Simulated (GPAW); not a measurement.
# CdSe (Cadmoselite) (P6_3mc) in GPAW: single point with PBE

Aim: the single point of CdSe (Cadmoselite) with PBE.

Program: GPAW 26.7.0. These are calculated values, not measurements. Logs are shortened: lines on timing, memory, paths and dates and some standing lists are left out, and cuts for length are marked. The log counts tension as positive stress, the text compression.

**Experimental background.**

From a printed reference work, data compilation, for a bulk crystal of CdSe at 2 K: band gap 1.841 eV.

The runs below are set against these values where they give the same quantity.

## 1. The structure

It takes space group P6_3mc (No. 186, hexagonal). Conventional cell: a = 4.300 Å, b = 4.300 Å, c = 7.020 Å, α = 90.00°, β = 90.00°, γ = 120.00°. Cd (site symmetry 3m) is surrounded by 4 Se at 2.61 to 2.70 Å. Se (site symmetry 3m) is surrounded by 4 Cd at 2.61 to 2.70 Å.

## 2. Single point, PBE

File run.py:

```python
from ase import Atoms
from ase.dft.bandgap import bandgap
from ase.io import write
from ase.units import GPa
from gpaw import GPAW, PW

atoms = Atoms(['Cd', 'Cd', 'Se', 'Se'],
              cell=[[4.3, 0.0, 0.0],
                    [-2.15, 3.7239092363, 0.0],
                    [0.0, 0.0, 7.02]],
              scaled_positions=[[0.6666666667, 0.3333333333, 0.5],
                                [0.3333333333, 0.6666666667, 0.0],
                                [0.6666666667, 0.3333333333, 0.885],
                                [0.3333333333, 0.6666666667, 0.385]],
              pbc=True)

calc = GPAW(mode=PW(500),
            xc='PBE',
            kpts={'size': (6, 6, 3), 'gamma': True},
            occupations={'name': 'fermi-dirac', 'width': 0.05},
            nbands=31,
            maxiter=120,
            txt='gpaw.txt')
atoms.calc = calc
energy = atoms.get_potential_energy()
forces = atoms.get_forces()
stress = atoms.get_stress()
calc.write('gs.gpw')
write('result.traj', atoms)
print(f'Energy: {energy:.6f} eV')
print('Forces (eV/A):')
print(forces.round(4))
print('Stress (GPa):', (stress / GPa).round(3))
print('Fermi level:', round(calc.get_fermi_level(), 4), 'eV')
print(f'Gap: {bandgap(calc)[0]:.4f} eV, direct: {bandgap(calc, direct=True)[0]:.4f} eV')
```

Potentials or basis: GPAW PAW data sets (gpaw-data 1.2.1), pw.

Started as:

```sh
OMP_NUM_THREADS=1 python run.py
```

gpaw.txt:

```text
__  _  _
 | _ |_)|_||  |
 |__||  | ||/\| - 26.7.0

Input parameters:
  mode=PW(ecut=500.0),
  kpts=MonkhorstPack(size=(6, 6, 3), gamma=True),
  maxiter=120,
  nbands=31,
  occupations=Occupations(name='fermi-dirac', width=0.05),
  xc=XC(name='PBE')

Diagonalizing LCAO Hamiltonian
Converting LCAO to pw mode

            Se

        Se  Cd

        Cd

Atoms  # Å, Bohr magnetons
|   | symbol |         x |        y |        z |    initial magnetic moments |
|---|--------|-----------|----------|----------|-----------------------------|
| 0 |     Cd |  2.150000 | 1.241303 | 3.510000 | ( 0.0000,  0.0000,  0.0000) |
| 1 |     Cd | -0.000000 | 2.482606 | 0.000000 | ( 0.0000,  0.0000,  0.0000) |
| 2 |     Se |  2.150000 | 1.241303 | 6.212700 | ( 0.0000,  0.0000,  0.0000) |
| 3 |     Se | -0.000000 | 2.482606 | 2.702700 | ( 0.0000,  0.0000,  0.0000) |

Unit cell  # Å
| periodic |         x |        y |        z |  lengths |     angles |
|----------|-----------|----------|----------|----------|------------|
|      yes |  4.300000 | 0.000000 | 0.000000 | 4.300000 |  90.000000 |
|      yes | -2.150000 | 3.723909 | 0.000000 | 4.300000 |  90.000000 |
|      yes |  0.000000 | 0.000000 | 7.020000 | 7.020000 | 120.000000 |

Number of symmetries: 6
Symmetry operations  # r_c * U_cc + t_c -> r_c
|   | kind |            matrix            |
|---|------|------------------------------|
| 0 |  σ   |  1, 1, 0,  0,-1, 0,  0, 0, 1 |
| 1 |  E   |  1, 0, 0,  0, 1, 0,  0, 0, 1 |
| 2 |  C3  |  0, 1, 0, -1,-1, 0,  0, 0, 1 |
| 3 |  σ   |  0,-1, 0, -1, 0, 0,  0, 0, 1 |
| 4 |  σ   | -1, 0, 0,  1, 1, 0,  0, 0, 1 |
| 5 |  C3  | -1,-1, 0,  1, 0, 0,  0, 0, 1 |

BZ-sampling:
  Number of BZ points: 108
  Number of IBZ points: 17

  Monkhorst-Pack size: [6, 6, 3]
  Monkhorst-Pack shift: [0.08333333333333333, 0.08333333333333333, 0.0]

K-points  # in reciprocal-cell coordinates
|     |                                coordinates |     weight |
|-----|--------------------------------------------|------------|
|   0 | (  0.00000000,   0.00000000,   0.00000000) | 0.00925926 |
|   1 | (  0.00000000,   0.00000000,   0.33333333) | 0.01851852 |
|   2 | (  0.16666667,   0.00000000,  -0.33333333) | 0.05555556 |
|   3 | (  0.16666667,   0.00000000,   0.00000000) | 0.05555556 |
|   4 | (  0.16666667,   0.00000000,   0.33333333) | 0.05555556 |
|   5 | (  0.33333333,  -0.16666667,   0.00000000) | 0.05555556 |
|   6 | (  0.33333333,  -0.16666667,   0.33333333) | 0.11111111 |
|   7 | (  0.33333333,   0.00000000,  -0.33333333) | 0.05555556 |
|   8 | (  0.33333333,   0.00000000,   0.00000000) | 0.05555556 |
|   9 | (  0.33333333,   0.00000000,   0.33333333) | 0.05555556 |
| ... |                                            |            |
|  16 | (  0.50000000,   0.50000000,   0.33333333) | 0.05555556 |

Plane wave coefficients: 2882
Cutoff: 500.0 eV

Spin-components: 1 (collinear spins)
Bands:           31
Projectors:      22
Spin-degeneracy: 2
Datatype:        complex128

Parallelization:
  kpt:    1
  domain: 1
  band:   1

Density:
  Valence electrons: 36.0
  Components: 1
  Grid points: [24 24 40]
  Charge: 0.0  # |e|

Potential:
  Grid points: [24 24 40]

species:
  Cd:
    name:    Cadmium
    Z:       48.0
    valence: 12
    core:    36
    charge:  0.0  # [|e|]
    compensation charges:
      type: gauss
      rc: 0.38  # [Å]
      lmax: 2
    cutoffs:
      filter: 2.12  # [Å]
      core: 2.62  # [Å]
    projectors
    | kind |    occ | energy [eV] | rcut [Å] |
    |------|--------|-------------|----------|
    |   5s |  2.000 |      -5.655 |    1.191 |
    |   5p |  0.000 |      -1.186 |    1.228 |
    |   4d | 10.000 |     -11.739 |    1.164 |
    |    s |        |      21.556 |    1.191 |
    |    p |        |      26.026 |    1.228 |
    |    d |        |      15.473 |    1.164 |

    Using partial waves for Cd as LCAO basis

  Se:
    name:    Selenium
    Z:       34.0
    valence: 6
    core:    28
    charge:  0.0  # [|e|]
    compensation charges:
      type: gauss
      rc: 0.27  # [Å]
      lmax: 2
    cutoffs:
      filter: 1.77  # [Å]
      core: 2.67  # [Å]
    projectors
    | kind |    occ | energy [eV] | rcut [Å] |
    |------|--------|-------------|----------|
    |   4s |  2.000 |     -17.277 |    0.847 |
    |   4p |  4.000 |      -6.512 |    1.005 |
    |    s |        |       9.935 |    0.847 |
    |    p |        |      20.699 |    1.005 |
    |    d |        |       0.000 |    0.847 |

    Using partial waves for Se as LCAO basis

Reference energy: -436553.300934  # eV

eigensolver:
  PPCG
  Converge bands: occupied
  niter=2

density mixing:
  MSR1-Mixer
  Pratt-step length: 0.05
  Maximum mixing coefficient: 0.75
  Old densities: 10
  SVD Regularization: 0.005
  Good broyden scale: 1.0
  Trust region scale: 1.0
  Backstep threshold: 4.0
  History deletion threshold: 6.0
  Fourier metric: weight=20.0, sigma=0.015

occupation numbers:
  Fermi-Dirac:
    width: 0.0500  # eV

poisson solver:
  ecut: 4000.0  # eV

xc functional:
  name: PBE with 2 nearest neighbor stencil

convergence criteria:
- Maximum [total energy] change in last 3 cyles: 0.0005 eV / valence electron
- Maximum integral of absolute [dens]ity change: 0.0001 electrons / valence electron
- Maximum integral of absolute [eigenst]ate change: 4e-08 eV^2 / valence electron
maximum number of iterations: 120

SCF iterations
|iter     | |      energy | eigst |  dens |
|---------|-|-------------|-------|-------|
|iter:   1| |  -11.994222 | -0.63 |       |
|iter:   2| |  -11.841740 | -2.52 | -1.17 |
|iter:   3| |  -11.292657 | -1.51 | -1.22 |
|iter:   4| |  -11.290428 | -3.32 | -1.79 |
|iter:   5| |  -11.289825c| -3.77 | -2.24 |
|iter:   6| |  -11.289893c| -5.18 | -2.94 |
|iter:   7| |  -11.289901c| -6.48 | -3.53 |
|iter:   8| |  -11.289900c| -7.30 | -4.33c|
|iter:   9| |  -11.289900c| -7.86c| -4.76c|

Converged in 9 steps
Energy contributions relative to reference atoms: (reference = -436553.300934)

Energy contributions:
  Kinetic:          41.238018
  Coulomb:         -37.086570
  Zero:              0.093302
  External:          0.000000
  Xc:              -15.534638
  Entropy:          -0.000025
  Spinorbit:         0.000000
  ----------------------------
  Free energy:     -11.289913
  Extrapolated:    -11.289900

dipole moment: (0.000005, 0.000010, -18.329456)  # |e|*Ang

Fermi level: 4.007
Eigenvalues  # (at kpt = [0.000, 0.000, 0.000])
| band index |      eig [eV] | occ [0-2] |
|------------|---------------|-----------|
|          0 |        -8.965 |     2.000 |
|        ... |               |           |
|         10 |        -3.835 |     2.000 |
|         11 |        -3.553 |     2.000 |
|         12 |        -0.618 |     2.000 |
|         13 |         2.908 |     2.000 |
|         14 |         2.908 |     2.000 |
|         15 |         3.619 |     1.999 |
[... 8 lines left out ...]
|         24 |        10.605 |     0.000 |
|         25 |        11.333 |     0.000 |
|        ... |               |           |
|         30 |        14.641 |     0.000 |

Gap: 0.696 eV
Transition (v -> c):
  (s=0, k=0, n=17, [0.00, 0.00, 0.00]) -> (s=0, k=0, n=18, [0.00, 0.00, 0.00])
No difference between direct/indirect transitions

Forces  # eV/Ang
|        x |       y |        z |
|----------|---------|----------|
| -0.00000 | 0.00000 |  0.28164 |  # Cd   0
|  0.00000 | 0.00000 |  0.28211 |  # Cd   1
| -0.00000 | 0.00000 | -0.28175 |  # Se   2
|  0.00000 | 0.00000 | -0.28202 |  # Se   3

Stress tensor  # eV/Ang^3
|         x |         y |         z |
|-----------|-----------|-----------|
| -0.019996 | -0.000000 |  0.000000 |
|  0.000000 | -0.019996 |  0.000000 |
|  0.000000 |  0.000000 | -0.007538 |

# Writing to gs.gpw (mode='')
```

Wall time 26 s (1 thread of Arm Neoverse V2, shared host); peak memory 0.19 GiB.

Results:

```
Free energy            : -11.2899 eV
Pressure               : 2.5 GPa
Largest force          : 0.282 eV/Å
Band gap on the k mesh : 0.70 eV, direct
```

Forces in eV/Å, atoms in the order of the input:
```
Cd   0.000  0.000  0.282
Cd   0.000  0.000  0.282
Se   0.000  0.000 -0.282
Se   0.000  0.000 -0.282
```

Caveat: the cutoff is short for stress and forces, so pressures can be off by a GPa or more.

## 3. How close it comes

Step 2. A measured gap of CdSe is 1.841 eV (2 K; a printed reference work, data compilation); the calculated 0.70 eV misses it by -1.15 eV. So large a miss can be the level of theory's own, or it may mean another phase, state or a wrong row. Spin-orbit coupling on Cd, Se is left out. The value is that of PBE, without temperature or zero-point motion. Semilocal functionals fall short of measured gaps as a rule.
